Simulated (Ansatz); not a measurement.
**MgS in Ansatz: convergence with xc grid**

Input of the first run (xc grid 1); the others differ in this setting and in those tied to it:

The input input.yaml:

```yaml
crystal:
  lattice:
    - [4.0346224068, 0.0, 0.0]
    - [-2.0173112034, 3.494085499, 0.0]
    - [0.0, 0.0, 6.43229418]
  atoms:
    - { symbol: S, position: [0.661704, 0.337466, 0.872345] }
    - { symbol: S, position: [0.336414, 0.664944, 0.371503] }
    - { symbol: Mg, position: [0.334058, 0.668633, 0.997507] }
    - { symbol: Mg, position: [0.664455, 0.325347, 0.500851] }
hamiltonian:
  xc: pbesol
  pseudopotentials: { kind: paw }
kpoints:
  mp_grid: { grid: [6, 6, 3] }
scf:
  occupations: { method: cold, width: 0.1 }
output:
  forces: true
  stress: true
  eigenvalues: true
basis:
  xc_grid: 1
```

Potentials or basis: Ansatz PAW.

Launch:

```console
$ ansatz run input.yaml --threads 2 --pin off --max-ram 5632MiB --backend cpu --events-out ev --progress --plain --runs-dir out
```

The cell isn't the ideal one: atoms moved at random, drawn with an rms of 0.05 Å.

The cell comes from a database or a generator and needn't be the stable form of this composition.

Hardware: 2 threads of Arm Neoverse V1, with other jobs on the host.

```csv
xc grid,"energy less the tightest run, at zero smearing (meV/atom)",SCF cycles,CPU time (s),peak memory (GiB)
1,-0.01,7,9.7,0.38
2,0.00,7,9.9,0.39
3,0.00,7,10,0.41
4,0.00,7,11,0.45
5,0.00,7,12,0.54
```

Against the tightest run, the energy stays within 1 meV/atom from 1 on. The tightest run that finished is the yardstick and may itself not be fully converged.

Caveat, for the tightest run too: odd divisions of the mesh miss points on the zone boundary, where band edges often lie, so the gap on the mesh can be too wide.
